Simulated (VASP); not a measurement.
# SiC (P6_3mc) in VASP: a series of runs

One crystal, SiC, is run at these levels: PBE; tasks: relaxation of cell and atoms.

Everything below comes from runs of VASP 6.6.1. Logs are shortened: lines on timing, memory, paths and dates and some standing lists are left out, and cuts for length are marked.

### 1 Starting point

It takes space group P6_3mc (No. 186, hexagonal). The conventional cell has a = 3.076 Å, b = 3.076 Å, c = 5.048 Å, α = 90.00°, β = 90.00°, γ = 120.00°. Around Si (site symmetry 3m) lie 4 C at 1.87 to 1.94 Å. C (site symmetry 3m) has 4 Si at 1.87 to 1.94 Å as nearest neighbours.

### 2 Relaxation of cell and atoms, PBE

INCAR reads:

```
PREC     = Accurate       # precision mode
ENCUT    = 520            # plane-wave cutoff, eV
EDIFF    = 0.05           # SCF threshold, eV
ISMEAR   = 0              # smearing method
SIGMA    = 0.02           # smearing width, eV
LREAL    = False          # projectors in reciprocal space
LASPH    = True           # aspherical terms in the spheres
NELM     = 60             # most SCF steps
ALGO     = Fast           # electronic algorithm
ISIF     = 3              # what is computed and relaxed
LWAVE    = False          # write WAVECAR
LCHARG   = False          # write CHGCAR
GGA      = PE             # functional
IBRION   = 2              # ionic algorithm
NSW      = 80             # ionic steps
EDIFFG   = -0.002         # ionic threshold
KPAR     = 4
```

KPOINTS reads:

```
regular mesh
0
Gamma
  12 12 6
```

POSCAR reads:

```
SiC
1.0
    3.0760000000      0.0000000000      0.0000000000
   -1.5380000000      2.6638941400      0.0000000000
    0.0000000000      0.0000000000      5.0480000000
Si C
2 2
Direct
    0.3333333300      0.6666666700      0.0000000000
    0.6666666700      0.3333333300      0.5000000000
    0.3333333300      0.6666666700      0.3850000000
    0.6666666700      0.3333333300      0.8850000000
```

Potentials or basis: VASP PAW PBE potentials, release 64 (Si, C).

Started as:

```bash
> cat potpaw_PBE.64/Si/POTCAR potpaw_PBE.64/C/POTCAR > POTCAR
> mpirun -np 4 vasp_std > vasp.out
```

OUTCAR:

```text
PREC = Accurate
   ENCUT = 520
   EDIFF = 0.05
   ISMEAR = 0
   LREAL = False
   LASPH = True
   NELM = 60
   ISIF = 3
   GGA = PE
   IBRION = 2
   NSW = 80
   EDIFFG = -0.002

 ion  position               nearest neighbor table
   1  0.333  0.667  0.000-   4 1.87   4 1.87   4 1.87   3 1.94   2 3.09   2 3.09   2 3.09   2 3.09
                             2 3.09   2 3.09
   2  0.667  0.333  0.500-   3 1.87   3 1.87   3 1.87   4 1.94   1 3.09   1 3.09   1 3.09   1 3.09
                             1 3.09   1 3.09
   3  0.333  0.667  0.385-   2 1.87   2 1.87   2 1.87   1 1.94
   4  0.667  0.333  0.885-   1 1.87   1 1.87   1 1.87   2 1.94

  LATTYP: Found a hexagonal cell.
 ALAT       =     3.0760000000
 C/A-ratio  =     1.6410923277

  Lattice vectors:

 A1 = (   3.0760000000,   0.0000000000,   0.0000000000)
 A2 = (  -1.5380000000,   2.6638941400,   0.0000000000)
 A3 = (   0.0000000000,   0.0000000000,   5.0480000000)

Analysis of symmetry for initial positions (statically):
=====================================================================
 Subroutine PRICEL returns:
 Original cell was already a primitive cell.

 Routine SETGRP: Setting up the symmetry group for a
 hexagonal supercell.

 Subroutine GETGRP returns: Found 12 space group operations
 (whereof  6 operations were pure point group operations)
 out of a pool of 24 trial point group operations.

The static configuration has the point symmetry C_3v.
 The point group associated with its full space group is C_6v.

Analysis of symmetry for dynamics (positions and initial velocities):
=====================================================================
 Subroutine PRICEL returns:
 Original cell was already a primitive cell.

 Routine SETGRP: Setting up the symmetry group for a
 hexagonal supercell.

 Subroutine GETGRP returns: Found 12 space group operations
 (whereof  6 operations were pure point group operations)
 out of a pool of 24 trial point group operations.

The dynamic configuration has the point symmetry C_3v.
 The point group associated with its full space group is C_6v.

 Subroutine INISYM returns: Found 12 space group operations
 (whereof  6 operations are pure point group operations),
 and found     1 'primitive' translations

----------------------------------------------------------------------------------------

                                     Primitive cell

  volume of cell :      41.3640

  direct lattice vectors                    reciprocal lattice vectors
     3.076000000  0.000000000  0.000000000     0.325097529  0.187695146  0.000000000
    -1.538000000  2.663894140  0.000000000     0.000000000  0.375390292  0.000000000
     0.000000000  0.000000000  5.048000000     0.000000000  0.000000000  0.198098257

  length of vectors
     3.076000000  3.075999998  5.048000000     0.375390292  0.375390292  0.198098257

  position of ions in fractional coordinates (direct lattice)
     0.333333330  0.666666670  0.000000000
     0.666666670  0.333333330  0.500000000
     0.333333330  0.666666670  0.385000000
     0.666666670  0.333333330  0.885000000

  ion indices of the primitive-cell ions
   primitive index   ion index
                 1           1
                 2           2
                 3           3
                 4           4

----------------------------------------------------------------------------------------

 KPOINTS: regular mesh

Automatic generation of k-mesh.
 Grid dimensions read from file:
 generate k-points for:   12   12    6

 Generating k-lattice:

  Cartesian coordinates                     Fractional coordinates (reciprocal lattice)
     0.027091461  0.015641262  0.000000000     0.083333333  0.000000000  0.000000000
     0.000000000  0.031282524  0.000000000     0.000000000  0.083333333  0.000000000
     0.000000000  0.000000000  0.033016376     0.000000000  0.000000000  0.166666667

  Length of vectors
     0.031282524  0.031282524  0.033016376

  Shift w.r.t. Gamma in fractional coordinates (k-lattice)
     0.000000000  0.000000000  0.000000000

 Subroutine IBZKPT returns following result:
 ===========================================

 Found     76 irreducible k-points:

 Following reciprocal coordinates:
            Coordinates               Weight
  0.000000  0.000000  0.000000      1.000000
  0.083333 -0.000000  0.000000      6.000000
  0.166667 -0.000000  0.000000      6.000000
  0.250000  0.000000  0.000000      6.000000
  0.333333  0.000000  0.000000      6.000000
  0.416667 -0.000000  0.000000      6.000000
[... 16 lines left out ...]
  0.250000  0.000000  0.166667     12.000000
  0.333333  0.000000  0.166667     12.000000
 [... further k-points ...]
   k-points           NKPTS =     76   k-points in BZ     NKDIM =     76   number of bands    NBANDS=     12
   number of dos      NEDOS =    301   number of ions     NIONS =      4
   total plane-waves  NPLWV =  23040
   dimension x,y,z NGX =    24 NGY =   24 NGZ =   40
   dimension x,y,z NGXF=    48 NGYF=   48 NGZF=   80
   ions per type =               2   2
   NGX,Y,Z   is equivalent  to a cutoff of  12.97, 12.97, 13.17 a.u.
   NGXF,Y,Z  is equivalent  to a cutoff of  25.94, 25.94, 26.35 a.u.
 SYSTEM =  unknown system
   PREC   = accura    normal or accurate (medium, high low for compatibility)
   ISTART =      0    job   : 0-new  1-cont  2-samecut
   ICHARG =      2    charge: 1-file 2-atom 10-const
   ISPIN  =      1    spin polarized calculation?
   LNONCOLLINEAR =      F non collinear calculations
   LSORBIT =      F    spin-orbit coupling
   LASPH  =      T    aspherical Exc in radial PAW
   ENCUT  =  520.0 eV  38.22 Ry    6.18 a.u.   5.72  5.72  9.39*2*pi/ulx,y,z
   NELM   =     60;   NELMIN=  2; NELMDL= -5     # of ELM steps
   EDIFF  = 0.5E-01   stopping-criterion for ELM
   LREAL  =      F    real-space projection
   EDIFFG = -.2E-02   stopping-criterion for IOM
   NSW    =     80    number of steps for IOM
   IBRION =      2    ionic relax: 0-MD 1-quasi-New 2-CG
   NFREE  =      1    steps in history (QN), initial steepest desc. (CG)
   ISIF   =      3    stress and relaxation
   ISYM   =      2    0-nonsym 1-usesym 2-fastsym
   POTIM  = 0.5000    time-step for ionic-motion
   TEBEG  =    0.0;   TEEND  =   0.0 temperature during run
   PSTRESS=    0.0 pullay stress
   NELECT =      16.0000    total number of electrons
   NUPDOWN=      -1.0000    fix difference up-down
   EMIN   =  10.00;   EMAX   =-10.00  energy-range for DOS
   EFERMI =   0.00;   METHOD = LEGACY
   ISMEAR =     0;   SIGMA  =   0.02  broadening in eV -4-tet -1-fermi 0-gaus
   EFERMI_NEDOS =   21; number of points for ismear=-14 and -15
   IALGO  =     68    algorithm
   IMIX   =      4    mixing-type and parameters
     AMIX     =   0.40;   BMIX     =  1.00
     AMIX_MAG =   1.60;   BMIX_MAG =  1.00
  volume/ion in A,a.u.               =      10.34        69.78
  Fermi-wavevector in a.u.,A,eV,Ry     =   1.192817  2.254098 19.358549  1.422813
  Thomas-Fermi vector in A             =   2.328847
   LORBIT       =      0    0 simple, 1 ext, 2 COOP (PROOUT), +10 PAW based schemes
   GGA     = PE    functional components
   LHFCALC =     F    Hartree Fock is set to
   AEXX    =    0.0000 exact exchange contribution
   IVDW    =     0    specifies the selected vdW correction
   LEPSILON=     F    determine dielectric tensor
   LRPA    =     F    only Hartree local field effects (RPA)
 conjugate gradient relaxation of ions
 non-spin polarized calculation
 RMM-DIIS sequential band-by-band and
 Gauss-broadening in eV      SIGMA  =   0.02
  energy-cutoff  :      520.00
  volume of cell :       41.36
 maximum number of plane-waves:      1132
 NGX is ok and might be reduce to    24
   NGX = 11   NGY = 11   NGZ = 19

--------------------------------------- Ionic step        1  -------------------------------------------

 number of electron      16.0000000 magnetization

 Free energy of the ion-electron system (eV)
  ---------------------------------------------------
  ext. energy  EPLUGINS =         0.00000000
  ---------------------------------------------------
  free energy    TOTEN  =       -30.08364056 eV

  energy without entropy =      -30.08364056  energy(sigma->0) =      -30.08364056

------------------------ aborting loop because EDIFF is reached ----------------------------------------

  FORCE on cell =-STRESS in cart. coord.  units (eV):
  Direction    XX          YY          ZZ          XY          YZ          ZX
  --------------------------------------------------------------------------------------
  -------------------------------------------------------------------------------------
  Total        1.9568544      1.9568544      0.8390652      0.0000000      0.0000000     -0.0000000
  in kB       75.7960289     75.7960288     32.5000221      0.0000000      0.0000000     -0.0000000
  external PRESSURE =      61.3640266 kB  Pullay stress =       0.0000000 kB
[... 95 lines left out ...]
  FREE ENERGIE OF THE ION-ELECTRON SYSTEM (eV)
  ---------------------------------------------------
  free  energy   TOTEN  =       -30.0995319298 eV

  energy  without entropy=      -30.0995319298  energy(sigma->0) =      -30.09953193

[... ionic steps 4 to 21 ...]

--------------------------------------- Ionic step       22  -------------------------------------------

 number of electron      16.0000000 magnetization

------------------------ aborting loop because EDIFF is reached ----------------------------------------
[... 71 lines left out ...]
--------------------------------------- Ionic step       24  -------------------------------------------

 number of electron      16.0000000 magnetization

 Free energy of the ion-electron system (eV)
  ---------------------------------------------------
  ext. energy  EPLUGINS =         0.00000000
  ---------------------------------------------------
  free energy    TOTEN  =       -30.11006291 eV

  energy without entropy =      -30.11006291  energy(sigma->0) =      -30.11006291

 E-fermi :   8.2124     XC(G=0): -11.2835

 val. band max:        8.0863615861   @ k =   0.0000   0.0000   0.0000
 cond. band min:      10.3887694730   @ k =   0.3333   0.3333   0.0000
 fundamental gap:      2.3024078869
 Fermi energy:         8.2123804159

 k-point     1 :       0.0000    0.0000    0.0000
  band No.  band energies     occupation
      1      -7.3607      2.00000
      2      -3.8516      2.00000
      3      -0.5236      2.00000
      4       6.7773      2.00000
      5       6.7773      2.00000
      6       7.9755      2.00000
      7       8.0864      2.00000
      8       8.0864      2.00000
      9      12.7629      0.00000
     10      14.1317      0.00000
     11      14.6622      0.00000
     12      14.6622      0.00000
[... 331 lines left out ...]
 k-point    24 :       0.3333    0.0000    0.1667
  band No.  band energies     occupation
      1      -5.4101      2.00000
      2      -2.8941      2.00000
      3       0.8029      2.00000
      4       2.5095      2.00000
      5       3.3315      2.00000
      6       5.2646      2.00000
      7       6.4964      2.00000
      8       6.9882      2.00000
      9      11.4368      0.00000
     10      12.5435      0.00000
     11      14.8152      0.00000
     12      15.8464      0.00000

 [... further k-points ...]

------------------------ aborting loop because EDIFF is reached ----------------------------------------

  FORCE on cell =-STRESS in cart. coord.  units (eV):
  Direction    XX          YY          ZZ          XY          YZ          ZX
  --------------------------------------------------------------------------------------
  -------------------------------------------------------------------------------------
  Total        0.0020061      0.0020061     -0.0050848     -0.0000000      0.0000000      0.0000000
  in kB        0.0765199      0.0765199     -0.1939539     -0.0000000      0.0000000      0.0000000
  external PRESSURE =      -0.0136381 kB  Pullay stress =       0.0000000 kB
[... 19 lines left out ...]
  FREE ENERGIE OF THE ION-ELECTRON SYSTEM (eV)
  ---------------------------------------------------
  free  energy   TOTEN  =       -30.1100629131 eV

  energy  without entropy=      -30.1100629131  energy(sigma->0) =      -30.11006291

 reached required accuracy - stopping structural energy minimisation
```

Wall time 30 s (4 MPI ranks of Intel Xeon Platinum 8488C (Sapphire Rapids), shared host); peak memory 0.17 GiB.

Results:

```yaml
Free_energy: -30.1101 eV
Relaxed_volume: 10.50 Å³/atom
Relaxed_cell: a = 3.092 Å, b = 3.092 Å, c = 5.074 Å, α = 90.00°, β = 90.00°, γ = 120.00°
Space_group_after_relaxing_to_0.05_Å: P6_3mc (No. 186)
Energy_gained_by_relaxing: 6.6 meV/atom
Ionic_steps: 24
Pressure_after_relaxing: 0.0 GPa
Band_gap_on_the_k_mesh: 2.30 eV, indirect (least direct gap 3.94 eV)
```

The path:
| step | energy change (eV) | largest force (eV/Å) | pressure (GPa) | volume (Å³) |
| --- | --- | --- | --- | --- |
| 1 | 0.0000 | 0.7314 | 6.14 | 41.36 |
| 2 | 0.0298 | 0.4417 | -4.51 | 43.78 |
| 3 | -0.0159 | 0.0237 | -5.17 | 42.79 |
| 4 | -0.0206 | 0.2217 | -2.10 | 42.33 |
| 5 | -0.0197 | 0.2632 | -1.48 | 42.29 |
| 6 | -0.0252 | 0.1262 | 0.20 | 41.85 |
| 7 | -0.0259 | 0.0282 | 0.40 | 41.96 |
| 8 | -0.0259 | 0.0017 | 0.10 | 41.99 |
| 9 | -0.0259 | 0.0074 | 0.11 | 41.98 |
| 10 | -0.0266 | 0.0008 | 0.10 | 41.99 |
| 11 | -0.0260 | 0.0202 | 0.09 | 41.99 |
| 12 | -0.0263 | 0.0252 | 0.10 | 41.99 |
| 13 | -0.0263 | 0.0207 | 0.10 | 41.99 |
| 14 | -0.0263 | 0.0193 | 0.10 | 41.99 |
| 15 | -0.0264 | 0.0200 | -0.04 | 42.02 |
| 16 | -0.0264 | 0.0231 | -0.06 | 42.01 |
| 17 | -0.0264 | 0.0089 | -0.01 | 42.00 |
| 18 | -0.0264 | 0.0011 | 0.03 | 42.00 |
| 19 | -0.0264 | 0.0028 | 0.02 | 42.00 |
| 20 | -0.0264 | 0.0031 | 0.01 | 42.00 |
| 21 | -0.0264 | 0.0048 | 0.01 | 42.00 |
| 22 | -0.0264 | 0.0055 | 0.01 | 42.00 |
| 23 | -0.0264 | 0.0023 | 0.00 | 42.00 |
| 24 | -0.0264 | 0.0003 | 0.00 | 42.00 |

Final structure:
```
Si C
1.0
     3.09165    0.00000    0.00000
    -1.54583    2.67745    0.00000
     0.00000    0.00000    5.07425
Si C
2 2
Direct
  0.33333 0.66667 0.00459
  0.66667 0.33333 0.50459
  0.33333 0.66667 0.38041
  0.66667 0.33333 0.88041
```

Levels at points of the mesh, in eV from the valence-band top:
```tsv
k point	band 6	band 7	band 8	band 9	band 10	band 11
(0.00, 0.00, 0.00)	-0.11	0.00	0.00	4.68	6.05	6.58
(0.50, 0.00, 0.00)	-3.29	-3.24	-1.19	2.75	4.21	6.76
(0.00, 0.00, 0.50)	-0.71	-0.71	-0.71	5.77	5.77	7.27
(0.50, 0.00, 0.50)	-2.42	-2.31	-2.31	3.25	3.25	5.19
```

### 3 Relaxation of cell and atoms, PBE

This run uses another cell than the first one, of 10.50 Å³/atom, 1.015 times its volume.

INCAR is that of step 2.

KPOINTS is that of step 2.

POSCAR reads:

```
SiC                                     
1.0
    3.0916530561      0.0000000000     -0.0000000000
   -1.5458265281      2.6774500842      0.0000000000
    0.0000000000     -0.0000000000      5.0742511318
  Si              C             
     2     2
Direct
     0.3333333300000021    0.6666666699999979    0.0045855788623509
     0.6666666699999979    0.3333333300000021    0.5045855788623507
     0.3333333300000021    0.6666666699999979    0.3804144211376471
     0.6666666699999979    0.3333333300000021    0.8804144211376473
```

Potentials or basis: VASP PAW PBE potentials, release 64 (Si, C).

Started as:

```bash
> cat potpaw_PBE.64/Si/POTCAR potpaw_PBE.64/C/POTCAR > POTCAR
> mpirun -np 4 vasp_std > vasp.out
```

Wall time 16 s (4 MPI ranks of Intel Xeon Platinum 8488C (Sapphire Rapids), shared host); peak memory 0.17 GiB.

It converged, with:

```yaml
Free_energy: -30.1103 eV
Energy_gained_by_relaxing: -4.1 meV/atom
Ionic_steps: 12
Pressure_after_relaxing: 0.0 GPa
Band_gap_on_the_k_mesh: 2.30 eV, indirect (least direct gap 3.94 eV)
```

The path:
| step | energy change (eV) | largest force (eV/Å) | pressure (GPa) | volume (Å³) |
| --- | --- | --- | --- | --- |
| 1 | 0.0000 | 0.0050 | 2.41 | 42.00 |
| 2 | 0.0297 | 0.0001 | -3.16 | 42.97 |
| 3 | 0.0188 | 0.0004 | -2.71 | 42.41 |
| 4 | 0.0168 | 0.0003 | -1.22 | 42.20 |
| 5 | 0.0166 | 0.0000 | -0.73 | 42.13 |
| 6 | 0.0164 | 0.0002 | -0.37 | 42.06 |
| 7 | 0.0163 | 0.0001 | -0.18 | 42.03 |
| 8 | 0.0163 | 0.0004 | -0.09 | 42.02 |
| 9 | 0.0163 | 0.0001 | -0.05 | 42.01 |
| 10 | 0.0163 | 0.0002 | -0.03 | 42.01 |
| 11 | 0.0163 | 0.0002 | -0.02 | 42.01 |
| 12 | 0.0163 | 0.0002 | -0.01 | 42.00 |

Final structure:
```cif
data_structure
_symmetry_space_group_name_H-M 'P 1'
_symmetry_Int_Tables_number 1
_cell_length_a 3.0917
_cell_length_b 3.0917
_cell_length_c 5.0743
_cell_angle_alpha 90.000
_cell_angle_beta 90.000
_cell_angle_gamma 120.000
_cell_volume 42.00
loop_
_atom_site_label
_atom_site_type_symbol
_atom_site_fract_x
_atom_site_fract_y
_atom_site_fract_z
_atom_site_occupancy
Si1 Si 0.33333 0.66667 0.00459 1
Si2 Si 0.66667 0.33333 0.50459 1
C1 C 0.33333 0.66667 0.38041 1
C2 C 0.66667 0.33333 0.88041 1
```

Levels at points of the mesh, in eV from the valence-band top:
| k point | band 4 | band 5 | band 6 | band 7 | band 8 | band 9 | band 10 | band 11 | band 12 |
| --- | --- | --- | --- | --- | --- | --- | --- | --- | --- |
| (0.00, 0.00, 0.00) | -1.31 | -1.31 | -0.11 | 0.00 | 0.00 | 4.68 | 6.05 | 6.58 | 6.58 |
| (0.50, 0.00, 0.00) | -6.25 | -5.38 | -3.29 | -3.24 | -1.19 | 2.75 | 4.21 | 6.76 | 7.07 |
| (0.00, 0.00, 0.50) | -4.41 | -0.71 | -0.71 | -0.71 | -0.71 | 5.77 | 5.77 | 7.27 | 7.27 |
| (0.50, 0.00, 0.50) | -8.19 | -2.42 | -2.42 | -2.31 | -2.31 | 3.25 | 3.25 | 5.19 | 5.19 |

A k mesh can miss the band edges.
